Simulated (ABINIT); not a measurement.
# BaTe (Fm-3m): G0W0 with ABINIT, start to end, part 3 of 3

Aim: the G0W0 gap of BaTe (Fm-3m) on PBE, step by step.

ABINIT 10.8.3; PBE and many-body steps on it, plane waves. Known limits of the many-body steps: not at the basis limit; exchange with frozen shells missing; no spin-orbit coupling; coarse k mesh.

So far. Step 4 (Empty states on the mesh, 2×2×2 mesh, 52 bands): On this mesh the gap is 1.541 eV. Step 5 (Screening, 2×2×2 mesh, 48 bands, screening to 87.1 eV): Local fields lower ε∞ by 17 %. On a Γ-centred mesh this coarse the value itself is usually too large, while a short band sum pulls it down.

The database entry behind the starting cell differs from later determinations by our own check (about 0.2 % short), so it need not match the best structure at ambient conditions.

### Step 6. Self-energy, 2×2×2 mesh, 48 bands, screening to 87.1 eV

The self-energy is evaluated for the states that the input lists, and the levels follow from it, in one-shot runs by the linearised quasiparticle equation.

This step: G0W0 on PBE, plane waves, norm-conserving pseudopotentials.

The input, run.abi:

```
acell 3*1.0 Angstrom
rprim 
  -0.000000000000 3.493000000000 3.493000000000
  3.493000000000 -0.000000000000 3.493000000000
  3.493000000000 3.493000000000 -0.000000000000
ntypat 2
znucl 56 52
natom 2
typat 1 2
xred 
  0.000000000000 0.000000000000 0.000000000000
  0.500000000000 0.500000000000 0.500000000000
pp_dirpath "pseudos"
pseudos "Ba.upf, Te.upf"
ecut 34
ngkpt 2 2 2
nshiftk 1
shiftk 0 0 0
kptopt 1
chksymbreak 0
istwfk *1
occopt 1
irdwfk 1
optdriver 4
nband 48
gwcalctyp 0
ecutsigx 34
symsigma 1
nkptgw 2
kptgw 
  0.0000000000 0.0000000000 0.0000000000
  0.5000000000 0.5000000000 0.0000000000
bdgw 
  11 17
  12 15
ecuteps 3.2
irdscr 1
ppmodel 1
indata_prefix "in"
outdata_prefix "out"
tmpdata_prefix "tmp"
```

Launch:

```sh
OMP_NUM_THREADS=1 mpirun -n 4 abinit run.abi > log
```

Numbers of over 12 decimals in the logs are rounded to 6 here.

What it wrote:

```text
.Version 10.8.3 of ABINIT. v10.8.2 released Aug 2026.

 Symmetries : space group Fm -3 m (#225); Bravais cF (face-center cubic)
[... echo of the input left out ...]
== DATASET  1 ==================================================================
-   mpi_nproc: 4, omp_nthreads: 1 (-1 if OMP is not activated)

--- !DatasetInfo
iteration_state: {dtset: 1, }
dimensions: {natom: 2, nkpt: 3, mband: 48, nsppol: 1, nspinor: 1, nspden: 1, mpw: 5577, }
cutoff_energies: {ecut:  34.0, pawecutdg:  -1.0, }
electrons: {nelect:   2.60000000E+01, charge:   0.00000000E+00, occopt:   1.00000000E+00, tsmear:   1.00000000E-02, }

 SIGMA: Calculation of the GW corrections

 Based on a program developped by R.W. Godby, V. Olevano, G. Onida, and L. Reining.
 Incorporated in ABINIT by V. Olevano, G.-M. Rignanese, and M. Torrent.
.Using double precision arithmetic ; gwpc =  8

[... cell and pseudopotentials left out ...]
--------------------------------------------------------------------------------

 ==== K-mesh for the wavefunctions ====
 Number of points in the irreducible wedge :     3
[... list of points left out ...]
 Together with 48 symmetry operations and time-reversal symmetry
 yields     8 points in the full Brillouin Zone.

 ==== Q-mesh for screening function ====
 Number of points in the irreducible wedge :     3
[... list of points left out ...]
 Together with 48 symmetry operations and time-reversal symmetry
 yields     8 points in the full Brillouin Zone.

 vcoul_init : cutoff-mode = AUXILIARY_FUNCTION
 q-points for optical limit:   1
     1)      0.000010    0.000020    0.000030
 setmesh: FFT mesh size selected  =    50x   50x   50
          total number of points  =       125000

 Number of electrons calculated from density =   26.0000; Expected =   26.0000
 average of density, n =  0.045201
 r_s =    1.7415
 omega_plasma =   20.5084 [eV]

 === KS Band Gaps ===
  >>>> For spin  1
   Minimum direct gap =   1.9141 [eV], located at k-point      :   0.5000  0.5000  0.0000
   Fundamental gap    =   1.5408 [eV], Top of valence bands at :   0.0000  0.0000  0.0000
                                       Bottom of conduction at :   0.5000  0.5000  0.0000
 SIGMA fundamental parameters:
 PLASMON POLE MODEL  1
 number of plane-waves for SigmaX                 5577
 number of plane-waves for SigmaC and W            169
 number of plane-waves for wavefunctions          5577
 number of bands                                    48
 number of independent spin polarizations            1
 number of spinorial components                      1
 number of k-points in IBZ                           3
 number of q-points in IBZ                           3
 number of symmetry operations                      48
 number of k-points in BZ                            8
 number of q-points in BZ                            8
 number of frequencies for dSigma/dE                 9
 frequency step for dSigma/dE [eV]                0.25
 number of omega for Sigma on real axis              0
 max omega for Sigma on real axis  [eV]           0.00
 zcut for avoiding poles [eV]                     0.10

 EPSILON^-1 parameters (SCR file):
 dimension of the eps^-1 matrix on file            169
 dimension of the eps^-1 matrix used               169
 number of plane-waves for wavefunctions          5577
 number of bands                                    48
 number of q-points in IBZ                           3
 number of frequencies                               2
 number of real frequencies                          1
 number of imag frequencies                          1

 matrix elements of self-energy operator (all in [eV])

 Perturbative Calculation

--- !SelfEnergy_ee
iteration_state: {dtset: 1, }
kpoint     : [   0.000,    0.000,    0.000, ]
spin       : 1
KS_gap     :    2.952
QP_gap     :    3.962
Delta_QP_KS:    1.010
data: !SigmaeeData |
     Band     E0 <VxcDFT>   SigX SigC(E0)      Z dSigC/dE  Sig(E)    E-E0       E
       11   3.636 -11.650 -14.560   2.330   0.802  -0.246 -12.116  -0.466   3.170
       12   3.636 -11.650 -14.560   2.330   0.802  -0.246 -12.116  -0.466   3.170
       13   3.636 -11.650 -14.560   2.330   0.802  -0.246 -12.116  -0.466   3.170
       14   6.588  -8.112  -4.136  -3.317   0.825  -0.211  -7.568   0.544   7.132
       15   6.594  -8.447  -4.047  -3.359   0.817  -0.224  -7.596   0.850   7.444
       16   6.594  -8.447  -4.047  -3.359   0.817  -0.224  -7.596   0.850   7.444
       17   6.594  -8.447  -4.047  -3.359   0.817  -0.224  -7.596   0.850   7.444

--- !SelfEnergy_ee
iteration_state: {dtset: 1, }
kpoint     : [   0.500,    0.500,    0.000, ]
spin       : 1
KS_gap     :    1.914
QP_gap     :    2.982
Delta_QP_KS:    1.068
data: !SigmaeeData |
     Band     E0 <VxcDFT>   SigX SigC(E0)      Z dSigC/dE  Sig(E)    E-E0       E
       12   3.263 -11.355 -14.238   2.290   0.801  -0.249 -11.830  -0.475   2.787
       13   3.263 -11.355 -14.238   2.290   0.801  -0.249 -11.830  -0.475   2.787
       14   5.177  -7.544  -3.643  -3.176   0.819  -0.221  -6.951   0.593   5.769
       15   8.114 -10.441  -5.557  -3.277   0.818  -0.223  -9.127   1.314   9.428

== END DATASET(S) ==============================================================
================================================================================

 -outvars: echo values of variables after computation  --------
           etotal      0.0000000000E+00
            nband          48
             nkpt           3
          spgroup         225
 [... the other variables as echoed above ...]

 Calculation completed.
```

The job ended after 6.2 s (4 MPI ranks of Arm Neoverse N1, shared host; peak memory 0.65 GiB; 25 s of CPU time).

This step gave:

* G0W0 gap on the points computed: 2.599 eV
* starting gap on the mesh: 1.541 eV
* k of the valence top: 0, 0, 0
* k of the conduction bottom: 0.5, 0.5, 0
* Z at the valence top: 0.802
* Z at the conduction bottom: 0.819
* least direct G0W0 gap on the computed points: 2.982 eV

The gap on the mesh goes from 1.54 eV to 2.60 eV, a correction of +1.06 eV.

Limits: finite bands, cutoff and mesh; exchange with frozen shells missing; no spin-orbit coupling; coarse k mesh. v1 is the top filled band, c1 the lowest empty one. The levels before and after the correction (eV, zero at the valence-band top of each column):

```csv
,conduction bottom,valence top
Kohn-Sham,1.54,0.00
G0W0,2.60,0.00
```

```csv
,level,energy (eV)
Kohn-Sham,Γ v3-v1,0.000
Kohn-Sham,Γ c1,2.952
Kohn-Sham,Γ c2-c4,2.958
Kohn-Sham,(0.5 0.5 0) v2-v1,-0.373
Kohn-Sham,(0.5 0.5 0) c1,1.541
Kohn-Sham,(0.5 0.5 0) c2,4.478
G0W0,Γ v3-v1,0.000
G0W0,Γ c1,3.962
G0W0,Γ c2-c4,4.274
G0W0,(0.5 0.5 0) v2-v1,-0.383
G0W0,(0.5 0.5 0) c1,2.599
G0W0,(0.5 0.5 0) c2,6.258
```

### Step 7. Where the time went

Times are wall times on 4 MPI ranks of Arm Neoverse N1, shared host, good to a factor of about two.

```csv
step,time,share,memory (GiB)
ground state,29 s,30 %,0.36
bands along the symmetry lines,40 s,42 %,0.35
empty states on the mesh,15 s,16 %,0.29
screening,6.1 s,6 %,0.26
self-energy,6.2 s,6 %,0.65
```

### Step 8. Summary of results

| Item | Value |
| --- | --- |
| PBE gap | 1.54 eV, indirect |
| G0W0 gap on the mesh | 2.60 eV |
| GW settings | 2×2×2 mesh, 48 bands, screening to 87.1 eV, Godby-Needs plasmon pole |
| known limits | not at the basis limit; exchange with frozen shells missing; no spin-orbit coupling; coarse k mesh |

In words: G0W0 moves the gap on the mesh from 1.54 eV to 2.60 eV (+1.06 eV), with Z of 0.80 and 0.82 at the edges. Local fields lower the RPA ε∞ on this mesh from 14.26 to 11.85; a Γ-centred mesh this coarse tends to raise both, most where the direct gap is narrow, while a short band sum lowers them. Only 2 of the mesh's irreducible points were corrected, so a valley elsewhere could overtake. Bands and cutoff are finite, so the gap is not at the basis limit. The miss can reach some tenths of an eV and take either sign; the mesh is an error of its own. In the G0W0 run levels were corrected at 2 k points alone, so a gap called «on the mesh» is the least over those, and an edge elsewhere would be missed. The 2×2×2 mesh is coarse for this cell, which bears on the long-range parts of exchange and screening. The norm-conserving file of at least one element keeps a d shell over frozen s and p shells of the same row. Exchange with those shells is missing from the self-energy, an error of 0.3 to 0.9 eV in cases checked, whose sign depends on which edge lies on those atoms. The many-body steps are scalar-relativistic: spin-orbit coupling is not in them.

[Paths, hosts, dates, memory and timing lines, banners, echoed tables and standing remarks are left out of the program output.]

[Logs are printed without paths, hosts, clocks, repeated set-up lines and the standing remarks that a program may print on its own settings, such as how far it seeks lower states.]

[Runs of the session that timed out or met a known fault of the program may be left out.]

[Hosts, paths, dates, database ids (printed as entryN), source tags and the programs' standing remarks are cut or masked in the printed files.]

[G0W0 gaps are taken among the corrected bands and points alone; a level outside them can change the order at an edge.]

[Where Ansatz stands beside ABINIT at settings called matched, ABINIT's density can come from a denser mesh and the files from another edition; pairs whose starting gaps differed by over 0.03 eV were left out, so agreement reads better than it is.]
